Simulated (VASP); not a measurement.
# Fe, Hubbard U by linear response: which settings are enough?

Fe, Im-3m (no. 229), 8 atoms in the cell. PBE, linear-response Hubbard U; PAW potentials Fe (PBE set). VASP 6.6.1.

Wanted: U within 0.4 eV.

Shifted element: Fe; Shifted shell (l): 2; Shifts (eV): -0.15, 0.15.

POSCAR:
```
Fe
1.0
   -2.8860000000      2.8860000000      2.8860000000
    2.8860000000     -2.8860000000      2.8860000000
    2.8860000000      2.8860000000     -2.8860000000
Fe Fe
1 7
Direct
    0.0000000000      0.0000000000      0.0000000000
    0.0000000000      0.0000000000      0.5000000000
    0.0000000000      0.5000000000      0.0000000000
    0.0000000000      0.5000000000      0.5000000000
    0.5000000000      0.0000000000      0.0000000000
    0.5000000000      0.0000000000      0.5000000000
    0.5000000000      0.5000000000      0.0000000000
    0.5000000000      0.5000000000      0.5000000000
```

The series start from Electronic algorithm: Normal; Projectors in real space: false; SCF threshold (eV): 1e-6; Cutoff (eV): 400; k-point spacing (1/Å): 0.3; Supercell: 2x2x2. Each series keeps the choices made before it, and each single choice may use up half of a tolerance. Times cover all steps of a run.

## Electronic algorithm

| Electronic algorithm | U (eV) | Time (s) |
|---|---|---|
| Normal | 4.16 | 80 |
| Fast | 4.16 | 90 |

Chosen: Normal; no other choice that stays within half of the tolerance saves 30 % of the time.

## Projectors in real space

| Projectors in real space | U (eV) | Time (s) |
|---|---|---|
| false | 4.16 | 80 |
| Auto | 4.16 | 152 |

Chosen: false.

## SCF threshold (eV)

| SCF threshold (eV) | U (eV) | Time (s) |
|---|---|---|
| 0.0001 | 3.76 | 65 |
| 1e-5 | 4.16 | 80 |
| 1e-6 | 4.16 | 80 |
| 1e-7 (reference) | 4.16 | 96 |

Chosen: 1e-5, the loosest value from which every tighter one stays within half of the tolerance.

## Cutoff (eV)

| Cutoff (eV) | U (eV) | Time (s) |
|---|---|---|
| 300 | 4.42 | 46 |
| 350 | 4.24 | 54 |
| 400 | 4.16 | 80 |
| 450 | 4.07 | 78 |
| 520 | 3.99 | 92 |
| 600 (reference) | 3.99 | 105 |

Chosen: 400.

## k-point spacing (1/Å)

| k-point spacing (1/Å) | U (eV) | Time (s) |
|---|---|---|
| 0.4 | 4.21 | 47 |
| 0.3 | 4.16 | 80 |
| 0.24 | 4.25 | 97 |
| 0.19 (reference) | 4.17 | 156 |

Chosen: 0.4.

## Supercell

| Supercell | U (eV) | Time (s) |
|---|---|---|
| 1x1x1 | 1.62 | 12 |
| 2x2x2 | 4.21 | 47 |
| 3x3x3 (reference) | 4.20 | 314 |

Chosen: 2x2x2.

## All choices together

| Input | U (eV) | Time (s) |
|---|---|---|
| the smallest cell (naive) | 1.65 | 18 |
| chosen settings | 4.21 | 47 |
| reference settings throughout | 4.30 | 2429 |

The tolerance is met.

## The input

INCAR.step1:
```
SYSTEM = Fe
  PREC = Accurate
  ENCUT = 400
  EDIFF = 1E-5
  NELM = 200
  ALGO = Normal
  ISMEAR = 1
  SIGMA = 0.1
  LREAL = .False.
  LASPH = .True.
  LMAXMIX = 4
  LORBIT = 11
  LWAVE = .True.
  LCHARG = .True.
  GGA = PE
  ISPIN = 2
  MAGMOM = 3.5 3.5 3.5 3.5 3.5 3.5 3.5 3.5
  AMIX = 0.2
  BMIX = 1E-4
  AMIX_MAG = 0.8
  BMIX_MAG = 1E-4
```

INCAR.step2, as INCAR.step1 but for:
```
- LWAVE = .True.
- LCHARG = .True.
+ LWAVE = .False.
+ LCHARG = .False.
+ LDAU = .True.
+ LDAUTYPE = 3
+ LDAUL = 2 -1
+ LDAUU = -0.15 0
+ LDAUJ = -0.15 0
+ LDAUPRINT = 1
+ ISTART = 1
+ ICHARG = 11
```

INCAR.step3, as INCAR.step2 but for:
```
- ICHARG = 11
+ ICHARG = 1
```

INCAR.step4, as INCAR.step3 but for:
```
- LDAUU = -0.15 0
- LDAUJ = -0.15 0
- ICHARG = 1
+ LDAUU = 0.15 0
+ LDAUJ = 0.15 0
+ ICHARG = 11
```

INCAR.step5, as INCAR.step4 but for:
```
- ICHARG = 11
+ ICHARG = 1
```

KPOINTS:
```
Automatic mesh
0
Gamma
  4 4 4
  0 0 0
```

Commands (each step's output is kept before the next begins):
```
cat potpaw_PBE.64/Fe/POTCAR potpaw_PBE.64/Fe/POTCAR > POTCAR
cp INCAR.step1 INCAR
mpirun -np 8 vasp_std > vasp.out
cp CHGCAR CHGCAR.0
cp WAVECAR WAVECAR.0
cp INCAR.step2 INCAR
mpirun -np 8 vasp_std > vasp.out
cp CHGCAR.0 CHGCAR
cp WAVECAR.0 WAVECAR
cp INCAR.step3 INCAR
mpirun -np 8 vasp_std > vasp.out
cp CHGCAR.0 CHGCAR
cp WAVECAR.0 WAVECAR
cp INCAR.step4 INCAR
mpirun -np 8 vasp_std > vasp.out
cp CHGCAR.0 CHGCAR
cp WAVECAR.0 WAVECAR
cp INCAR.step5 INCAR
mpirun -np 8 vasp_std > vasp.out
```

Limits: The slopes are limited by the printed digits (0.001 electrons) and by how far each density was converged.

The chosen input took VASP 6.6.1 47 s on 8 cores (AMD EPYC 7R43 (Zen 3)), a shared host.
